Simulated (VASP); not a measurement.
# KI (Fm-3m) in VASP: equation of state, part 2 of 2

VASP 6.6.1.

### Step 3. Equation of state, PBEsol, 42.33 Å³/atom (volume scaled by 0.96)

File INCAR:

```
SYSTEM = KI
PREC = Accurate ; ENCUT = 520
EDIFF = 1E-7 ; ISMEAR = -1
SIGMA = 0.05 ; LREAL = .False.
LASPH = .True. ; NELM = 100
ALGO = Normal ; ISIF = 2
LWAVE = .False. ; LCHARG = .False.
GGA = PS ; NBANDS = 15
```

File KPOINTS:

```
Automatic mesh
0
Gamma
  7 7 7
  0 0 0
```

File POSCAR:

```
KI
1.0
    0.0000000000      3.4850289444      3.4850289444
    3.4850289444      0.0000000000      3.4850289444
    3.4850289444      3.4850289444      0.0000000000
I K
1 1
Direct
    0.5000000000      0.5000000000      0.5000000000
    0.0000000000      0.0000000000      0.0000000000
```

Potentials or basis: VASP PAW PBE potentials, release 64 (I, K_sv).

Command:

```bash
$ cat potpaw_PBE.64/I/POTCAR potpaw_PBE.64/K_sv/POTCAR > POTCAR
$ mpirun -np 1 vasp_std > vasp.out
```

It took 50 s on 1 thread of Intel Xeon Platinum 8375C at 2.90GHz (Ice Lake), shared host; peak memory 0.24 GiB.

Results (log left out):

| Property | Result |
| --- | --- |
| Free energy | -5.8147 eV |
| Pressure | 0.2 GPa |
| Band gap on the k mesh | 3.90 eV, direct |

Caveat: the PAW data sets were made with another functional, which shifts forces and pressure a little; spin-orbit coupling is left out, which moves the levels of the heavy elements.

### Step 4. Equation of state, PBEsol, 43.21 Å³/atom (volume scaled by 0.98)

INCAR is that of step 3.

KPOINTS is that of step 3.

File POSCAR:

```
KI
1.0
    0.0000000000      3.5090643863      3.5090643863
    3.5090643863      0.0000000000      3.5090643863
    3.5090643863      3.5090643863      0.0000000000
I K
1 1
Direct
    0.5000000000      0.5000000000      0.5000000000
    0.0000000000      0.0000000000      0.0000000000
```

Command:

```bash
$ cat potpaw_PBE.64/I/POTCAR potpaw_PBE.64/K_sv/POTCAR > POTCAR
$ mpirun -np 1 vasp_std > vasp.out
```

Wall time 46 s (1 thread of Intel Xeon Platinum 8375C at 2.90GHz (Ice Lake), shared host); peak memory 0.24 GiB.

It converged, with:

```yaml
Free_energy: -5.8160 eV
Pressure: 0.0 GPa
Band_gap_on_the_k_mesh: 3.86 eV, direct
```

Caveat: the PAW data sets were made with another functional, which shifts forces and pressure a little; spin-orbit coupling is left out, which moves the levels of the heavy elements.

### Step 5. Equation of state, PBEsol, 44.97 Å³/atom (volume scaled by 1.02)

INCAR is that of step 4.

KPOINTS is that of step 4.

File POSCAR:

```
KI
1.0
    0.0000000000      3.5561715428      3.5561715428
    3.5561715428      0.0000000000      3.5561715428
    3.5561715428      3.5561715428      0.0000000000
I K
1 1
Direct
    0.5000000000      0.5000000000      0.5000000000
    0.0000000000      0.0000000000      0.0000000000
```

Command:

```bash
$ cat potpaw_PBE.64/I/POTCAR potpaw_PBE.64/K_sv/POTCAR > POTCAR
$ mpirun -np 1 vasp_std > vasp.out
```

Run time: 54 s. Hardware: 1 thread of Intel Xeon Platinum 8375C at 2.90GHz (Ice Lake), shared host; peak memory 0.25 GiB.

It converged, with:

- Free energy: -5.8108 eV
- Pressure: -0.5 GPa
- Band gap on the k mesh: 3.77 eV, direct

Caveat: the PAW data sets were made with another functional, which shifts forces and pressure a little; spin-orbit coupling is left out, which moves the levels of the heavy elements; an odd mesh through Γ misses points on the zone boundary, where band edges often lie.

### Step 6. Equation of state, PBEsol, 45.85 Å³/atom (volume scaled by 1.04)

INCAR is that of step 5.

KPOINTS is that of step 5.

File POSCAR:

```
KI
1.0
    0.0000000000      3.5792642128      3.5792642128
    3.5792642128      0.0000000000      3.5792642128
    3.5792642128      3.5792642128      0.0000000000
I K
1 1
Direct
    0.5000000000      0.5000000000      0.5000000000
    0.0000000000      0.0000000000      0.0000000000
```

Potentials or basis: VASP PAW PBE potentials, release 64 (I, K_sv).

Command:

```bash
$ cat potpaw_PBE.64/I/POTCAR potpaw_PBE.64/K_sv/POTCAR > POTCAR
$ mpirun -np 1 vasp_std > vasp.out
```

Run time: 41 s. Hardware: 1 thread of Intel Xeon Platinum 8375C at 2.90GHz (Ice Lake), shared host; peak memory 0.25 GiB.

It converged, with:

```
Free energy            : -5.8049 eV
Pressure               : -0.7 GPa
Band gap on the k mesh : 3.73 eV, direct
```

Caveat: the PAW data sets were made with another functional, which shifts forces and pressure a little; spin-orbit coupling is left out, which moves the levels of the heavy elements; an odd mesh through Γ misses points on the zone boundary, where band edges often lie.

### Step 7. Equation of state, PBEsol, 46.74 Å³/atom (volume scaled by 1.06)

INCAR is that of step 6.

KPOINTS is that of step 6.

File POSCAR:

```
KI
1.0
    0.0000000000      3.6020626887      3.6020626887
    3.6020626887      0.0000000000      3.6020626887
    3.6020626887      3.6020626887      0.0000000000
I K
1 1
Direct
    0.5000000000      0.5000000000      0.5000000000
    0.0000000000      0.0000000000      0.0000000000
```

Potentials or basis: VASP PAW PBE potentials, release 64 (I, K_sv).

Command:

```bash
$ cat potpaw_PBE.64/I/POTCAR potpaw_PBE.64/K_sv/POTCAR > POTCAR
$ mpirun -np 1 vasp_std > vasp.out
```

OUTCAR:

```text
SYSTEM = KI
   PREC = Accurate
   ENCUT = 520
   EDIFF = 1E-7
   ISMEAR = -1
   LREAL = .False.
   LASPH = .True.
   NELM = 100
   ISIF = 2
   GGA = PS

 Found     20 irreducible k-points:

 Following reciprocal coordinates:
            Coordinates               Weight
  0.000000  0.000000  0.000000      1.000000
  0.142857  0.000000  0.000000      8.000000
  0.285714  0.000000  0.000000      8.000000
  0.428571  0.000000  0.000000      8.000000
  0.142857  0.142857  0.000000      6.000000
  0.285714  0.142857  0.000000     24.000000
   k-points           NKPTS =     20   k-points in BZ     NKDIM =     20   number of bands    NBANDS=     15
   number of dos      NEDOS =    301   number of ions     NIONS =      2
   total plane-waves  NPLWV =  64000
   dimension x,y,z NGX =    40 NGY =   40 NGZ =   40
   dimension x,y,z NGXF=    80 NGYF=   80 NGZF=   80
   ions per type =               1   1
   NGX,Y,Z   is equivalent  to a cutoff of  13.05, 13.05, 13.05 a.u.
   NGXF,Y,Z  is equivalent  to a cutoff of  26.11, 26.11, 26.11 a.u.
 SYSTEM =  KI
   PREC   = accura    normal or accurate (medium, high low for compatibility)
   ISTART =      0    job   : 0-new  1-cont  2-samecut
   ICHARG =      2    charge: 1-file 2-atom 10-const
   ISPIN  =      1    spin polarized calculation?
   LNONCOLLINEAR =      F non collinear calculations
   LSORBIT =      F    spin-orbit coupling
   LASPH  =      T    aspherical Exc in radial PAW
[... 64 lines left out ...]
      5     -11.2483      2.00000
      6      -0.7944      2.00000
      7      -0.7944      2.00000
      8      -0.7944      2.00000
      9       2.9030      0.00000
     10       5.6585      0.00000
     11       5.6585      0.00000
     12       5.6585      0.00000
     13       6.3583      0.00000
     14       6.3583      0.00000
[... 77 lines left out ...]
      2     -12.8271      2.00000
      3     -12.7778      2.00000
      4     -12.7766      2.00000
      5     -11.1342      2.00000
      6      -1.5099      2.00000
      7      -0.9951      2.00000
      8      -0.9700      2.00000
      9       4.1605      0.00000
     10       5.0916      0.00000
     11       6.5576      0.00000
     12       6.5706      0.00000
     13       6.9462      0.00000
     14       7.1356      0.00000
     15       9.1123      0.00000

 [... further k-points ...]
[... 5 lines left out ...]
  --------------------------------------------------------------------------------------
  -------------------------------------------------------------------------------------
  Total       -0.4676409     -0.4676409     -0.4676409      0.0000000      0.0000000      0.0000000
  in kB       -8.0156595     -8.0156595     -8.0156595      0.0000000      0.0000000      0.0000000
  external PRESSURE =      -8.0156595 kB  Pullay stress =       0.0000000 kB

 VOLUME and BASIS-vectors are now :
 -----------------------------------------------------------------------------
  energy-cutoff  :      520.00
  volume of cell :       93.47
      direct lattice vectors                 reciprocal lattice vectors
     0.000000000  3.602062689  3.602062689    -0.138809355  0.138809355  0.138809355
     3.602062689  0.000000000  3.602062689     0.138809355 -0.138809355  0.138809355
     3.602062689  3.602062689  0.000000000     0.138809355  0.138809355 -0.138809355

 POSITION                                       TOTAL-FORCE (eV/Angst)
 -----------------------------------------------------------------------------------
      3.60206      3.60206      3.60206         0.000000      0.000000      0.000000
      0.00000      0.00000      0.00000        -0.000000     -0.000000     -0.000000
 -----------------------------------------------------------------------------------
    total drift:                                0.000000     -0.000000     -0.000000

  FREE ENERGIE OF THE ION-ELECTRON SYSTEM (eV)
  ---------------------------------------------------
  free  energy   TOTEN  =        -5.7970494809 eV

  energy  without entropy=       -5.7970494808  energy(sigma->0) =       -5.79704948
```

stdout:

```text
POSCAR found type information on POSCAR I K
 POSCAR found :  2 types and       2 ions
 scaLAPACK will be used
 -----------------------------------------------------------------------------
|                                                                             |
|                                                                             |
|     You enforced a specific xc type in the INCAR file but a different       |
|     I HOPE YOU KNOW WHAT YOU ARE DOING!                                     |
|                                                                             |
 -----------------------------------------------------------------------------

 LDA part: xc-table for (Slater+PW92), standard interpolation
 POSCAR, INCAR and KPOINTS ok, starting setup
 FFT: planning ... GRIDC
 FFT: planning ... GRID_SOFT
 FFT: planning ... GRID
 WAVECAR not read
 entering main loop
```

Wall time 49 s (1 thread of Intel Xeon Platinum 8375C at 2.90GHz (Ice Lake), shared host); peak memory 0.24 GiB.

Results:

```
Free energy            : -5.7970 eV
Pressure               : -0.8 GPa
Band gap on the k mesh : 3.70 eV, direct
```

Caveat: the PAW data sets were made with another functional, which shifts forces and pressure a little; spin-orbit coupling is left out, which moves the levels of the heavy elements; an odd mesh through Γ misses points on the zone boundary, where band edges often lie.

### Step 8. Equation of state, PBEsol

Potentials or basis: VASP PAW PBE potentials, release 64 (I, K_sv).

This step only gathers the single runs of the series.

Results:

| Property | Result |
| --- | --- |
| Equilibrium volume | 43.18 Å³/atom |
| Bulk modulus | 12.1 GPa |
| Pressure derivative of the bulk modulus | 5.0 |

Energy against volume, from the lowest point:
```csv
volume (Å³/atom),energy (meV/atom)
41.445,2.85
42.327,0.66
43.209,0.00
44.091,0.70
44.973,2.61
45.854,5.58
46.736,9.49
```

Caveat: the PAW data sets were made with another functional, which shifts forces and pressure a little. Spin-orbit coupling is left out, which matters for the levels of I.
